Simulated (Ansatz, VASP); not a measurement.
## MoS2: VASP and Ansatz over several settings

```
CELL_PARAMETERS angstrom
3.16900 0.00000 0.00000
-1.58450 2.74443 0.00000
0.00000 0.00000 12.32400
ATOMIC_POSITIONS crystal
Mo 0.66667 0.33333 0.75000
Mo 0.33333 0.66667 0.25000
S 0.66667 0.33333 0.37700
S 0.33333 0.66667 0.87700
S 0.66667 0.33333 0.12300
S 0.33333 0.66667 0.62300
```

Single points on this cell with VASP 6.6.1 and Ansatz 0.2.0. Each row is one pair of runs. Alike in all rows: spin: off; k mesh: 10 × 10 × 3; VASP's potentials, cutoff: VASP PAW PBE potentials, release 64 (Mo_sv, S), 520 eV.

```tsv
level	smearing	Ansatz's potentials, cutoff	gap on the k mesh at the Fermi level (eV), VASP	gap on the k mesh at the Fermi level (eV), Ansatz	least direct gap on the mesh (eV), VASP	least direct gap on the mesh (eV), Ansatz	pressure (GPa), VASP	pressure (GPa), Ansatz
PBE	fermi-dirac, width 0.05 eV	SPMS NC, 626 eV	0.94	0.93	1.87	1.87	1.9	2.1
PBE	fermi-dirac, width 0.05 eV	Ansatz PAW, 420 eV	0.94	0.93	1.87	1.87	1.9	2.0
PBE	fermi-dirac, width 0.05 eV	Ansatz PAW earlier set, 640 eV	0.94	0.93	1.87	1.87	1.9	2.0
PBE	fermi-dirac, width 0.05 eV	JTH PAW, 1800 eV	0.94	0.93	1.87	1.87	1.9	2.1
PBE	fermi-dirac, width 0.05 eV	PseudoDojo standard (PBE files), 1088 eV	0.94	0.93	1.87	1.87	1.9	2.1
PBE	fermi-dirac, width 0.05 eV	PseudoDojo stringent (PBE files), 1088 eV	0.94	0.93	1.87	1.87	1.9	2.1
PBE	gaussian, width 0.011 eV	Ansatz PAW, 420 eV	0.94	0.93	1.87	1.87	1.9	2.0
PBEsol	fermi-dirac, width 0.05 eV	Ansatz PAW, 420 eV	0.90	0.88	1.87	1.87	-3.0	-3.0
```

Gap on the k mesh at the fermi level (eV): the two programs differ by at most 0.017; least direct gap on the mesh (eV): the two programs differ by at most 0.004; pressure (GPa): the two programs differ by at most 0.2.

Caveats: this functional lacks dispersion, which binds the layers, so the pressure and a relaxed spacing across them are unreliable (some rows); an odd mesh through Γ misses points on the zone boundary, where band edges often lie (VASP); the PAW data sets were made with another functional, which shifts forces and pressure a little (VASP); odd divisions of the mesh miss points on the zone boundary, where band edges often lie, so the gap on the mesh can be too wide (Ansatz); the PAW data sets come from PBE, with cores solved anew for the run's functional, which leaves a small shift of forces and pressure (Ansatz).
